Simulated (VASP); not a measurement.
A VASP calculation is set up with these files.

INCAR:
```
SYSTEM = AlSb
PREC = Accurate
ENCUT = 400
EDIFF = 1E-6
NELM = 60
ALGO = Normal
LREAL = .FALSE.
LASPH = .TRUE.
ISMEAR = 0
SIGMA = 0.05
GGA = PE
LMAXMIX = 4
LWAVE = .FALSE.
LCHARG = .FALSE.
ISIF = 2
IMIX = 1
AMIX = 1.2
BMIX = 0.0001
```

File POSCAR:
```
AlSb
1
    0.0000000000     3.0700000000     3.0700000000
    3.0700000000     0.0000000000     3.0700000000
    3.0700000000     3.0700000000     0.0000000000
Al Sb
1 1
Direct
  0.0000000000   0.0000000000   0.0000000000
  0.2500000000   0.2500000000   0.2500000000
```

File KPOINTS:
```
Automatic mesh
0
Gamma
6 6 6
0 0 0
```

POTCAR, in this order: Al Sb (PBE.64 set). Program: vasp_std.

Problem. Does this input run properly? What does VASP do?

Solution. There is a fault: simple mixing (IMIX = 1) with AMIX above 1 overshoots. Convergence was not reached. Against the sound run, the energy per atom (σ→0) decreases by 31.977 eV/atom; the pressure falls by 26.48 GPa; the band gap increases by 0.65 eV.

**standard output**
```
...
 -1.062580066644448E-004
 WARNING: Sub-Space-Matrix is not hermitian in DAV           24
 -1.279063331730769E-004
DAV:  56    -0.726670320509E+02    0.94278E+01   -0.10478E+03   256   0.147E+02    0.308E+01
 WARNING: Sub-Space-Matrix is not hermitian in DAV            1
 -1.462858273340302E-004
 WARNING: Sub-Space-Matrix is not hermitian in DAV           17
  5.112533955983318E-005
 WARNING: Sub-Space-Matrix is not hermitian in DAV           21
  7.471154512816503E-005
DAV:  57    -0.814968148222E+02   -0.88298E+01   -0.10902E+03   440   0.133E+02    0.310E+01
 WARNING: Sub-Space-Matrix is not hermitian in DAV           17
 -2.137195557392532E-004
 WARNING: Sub-Space-Matrix is not hermitian in DAV           24
 -9.963337261504789E-005
DAV:  58    -0.723870056770E+02    0.91098E+01   -0.10438E+03   256   0.146E+02    0.309E+01
 WARNING: Sub-Space-Matrix is not hermitian in DAV            1
 -7.777505447647951E-005
 WARNING: Sub-Space-Matrix is not hermitian in DAV            9
  5.061778448742580E-005
 WARNING: Sub-Space-Matrix is not hermitian in DAV           24
  2.724848254609169E-004
DAV:  59    -0.816685555768E+02   -0.92815E+01   -0.10936E+03   448   0.134E+02    0.306E+01
 WARNING: Sub-Space-Matrix is not hermitian in DAV            1
 -2.073111929707510E-004
 WARNING: Sub-Space-Matrix is not hermitian in DAV            8
 -3.940537822749244E-004
 WARNING: Sub-Space-Matrix is not hermitian in DAV           10
  2.888112091950877E-004
 WARNING: Sub-Space-Matrix is not hermitian in DAV           11
  3.147724418819752E-004
 WARNING: Sub-Space-Matrix is not hermitian in DAV           17
  1.422207874183958E-003
 WARNING: Sub-Space-Matrix is not hermitian in DAV           18
  4.739387133164622E-004
 WARNING: Sub-Space-Matrix is not hermitian in DAV           20
  3.744302706220758E-004
 WARNING: Sub-Space-Matrix is not hermitian in DAV           24
  1.277565406713929E-003
DAV:  60    -0.721332400189E+02    0.95353E+01   -0.10402E+03   256   0.146E+02

 -----------------------------------------------------------------------------
|                                                                             |
|           W    W    AA    RRRRR   N    N  II  N    N   GGGG   !!!           |
|           W    W   A  A   R    R  NN   N  II  NN   N  G    G  !!!           |
|           W    W  A    A  R    R  N N  N  II  N N  N  G       !!!           |
|           W WW W  AAAAAA  RRRRR   N  N N  II  N  N N  G  GGG   !            |
|           WW  WW  A    A  R   R   N   NN  II  N   NN  G    G                |
|           W    W  A    A  R    R  N    N  II  N    N   GGGG   !!!           |
|                                                                             |
|     The electronic self-consistency was not achieved in the given           |
|     number of steps (NELM). The forces and other quantities evaluated       |
|     might not be reliable so examine the results carefully. If you find     |
|     spurious results, we suggest increasing NELM, if you were close to      |
|     convergence or switching to a different ALGO or adjusting the           |
|     density mixing parameters otherwise.                                    |
|                                                                             |
 -----------------------------------------------------------------------------

   1 F= -.72133240E+02 E0= -.72133240E+02  d E =-.108062E-12
```

**OUTCAR**
```
------------------------ aborting loop EDIFF was not reached (unconverged)  ----------------------------
  FORCE on cell =-STRESS in cart. coord.  units (eV):
  Direction    XX          YY          ZZ          XY          YZ          ZX
  --------------------------------------------------------------------------------------
  Total       -8.6771034     -8.6771034     -8.6771034      0.0000000     -0.0000000     -0.0000000
  in kB     -240.2371852   -240.2371852   -240.2371852      0.0000000     -0.0000000     -0.0000000
  external PRESSURE =    -240.2371852 kB  Pullay stress =       0.0000000 kB
  volume of cell :       57.87
      direct lattice vectors                 reciprocal lattice vectors
     0.000000000  3.070000000  3.070000000    -0.162866450  0.162866450  0.162866450
     3.070000000  0.000000000  3.070000000     0.162866450 -0.162866450  0.162866450
     3.070000000  3.070000000  0.000000000     0.162866450  0.162866450 -0.162866450
 POSITION                                       TOTAL-FORCE (eV/Angst)
 -----------------------------------------------------------------------------------
      0.00000      0.00000      0.00000         0.000000      0.000000      0.000000
      1.53500      1.53500      1.53500        -0.000000     -0.000000     -0.000000
 -----------------------------------------------------------------------------------
    total drift:                               -0.000249     -0.000249     -0.000249
  FREE ENERGIE OF THE ION-ELECTRON SYSTEM (eV)
  ---------------------------------------------------
  free  energy   TOTEN  =       -72.1332400189 eV

  energy  without entropy=      -72.1332400189  energy(sigma->0) =      -72.13324002
```
(Selected blocks of OUTCAR.)

To mend it, remove IMIX, remove AMIX, remove BMIX.

The mended run (PBE GGA, plane waves, VASP's PBE PAW potentials (set 64)) converges, and its OSZICAR ends with
```
   1 F= -.81800642E+01 E0= -.81800642E+01  d E =-.827506E-13
```

The compound is AlSb in the zinc blende structure. The cell was not relaxed at this level.
